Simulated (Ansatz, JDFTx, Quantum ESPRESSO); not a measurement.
# Ni: 4 runs at one level of theory

```xyz
1
Lattice="0.0000 1.7376 1.7376 1.7376 0.0000 1.7376 1.7376 1.7376 0.0000" Properties=species:S:1:pos:R:3 pbc="T T T"
Ni    0.0000    0.0000    0.0000
```

Alike in all runs: task equation of state; functional LDA; k mesh 13 × 13 × 13; occupations fermi-dirac, width 0.05 eV; collinear spin, ferromagnetic start; no spin-orbit coupling. LDA stands for any of its common fits.

```
                            program and potentials  plane-wave cutoff (eV)                                                 notes  equilibrium volume (Å³/atom)  bulk modulus (GPa)
                                Ansatz, Ansatz PAW                     420  potentials made for PBE, which Ansatz adapts in part                         10.04               256.2
Quantum ESPRESSO, PseudoDojo 0.4.1 SR LDA standard                    1333                           moment up to 0.63 μB a cell                         10.03               255.3
           JDFTx, PseudoDojo-SR-LDA-0.4.1-standard                    1333                                                     -                         10.03               255.3
    Ansatz, all-electron LAPW, scalar-relativistic                       -                           moment up to 0.63 μB a cell                         10.03               256.6
```

The equilibrium volume spans 10.03 (Ansatz, all-electron LAPW, scalar-relativistic) to 10.04 Å³/atom (Ansatz, Ansatz PAW), with all-electron results at 10.03. The bulk modulus spans 255.3 (JDFTx, PseudoDojo-SR-LDA-0.4.1-standard) to 256.6 GPa (Ansatz, all-electron LAPW, scalar-relativistic), with all-electron results at 256.6. For a metal such a mesh isn't converged, which the comparison doesn't need.

Differences between rows come from potentials, basis sets and numerical settings, since the functional is the same but for its coding. Runs on potential files found faulty are left out.
